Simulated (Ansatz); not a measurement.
Structure types of P were relaxed at one common pressure (all-electron LAPW in Ansatz 0.2.0 under PBE, scalar-relativistic, no spin polarisation, zero temperature). They take these volumes:

```
            type  space group  V (Å³/atom)
             fcc        Fm-3m        11.94
             bcc        Im-3m        11.74
   distorted hcp     P6_3/mmc        12.37
simple hexagonal       P6/mmm        12.17
         diamond        Fd-3m        14.80
              sc        Pm-3m        12.43
```

At about which pressure, and is the densest type also the lowest in enthalpy?

27 GPa. The densest is bcc, and it is 496 meV/atom above sc: its gain in pV doesn't pay for its higher energy here.
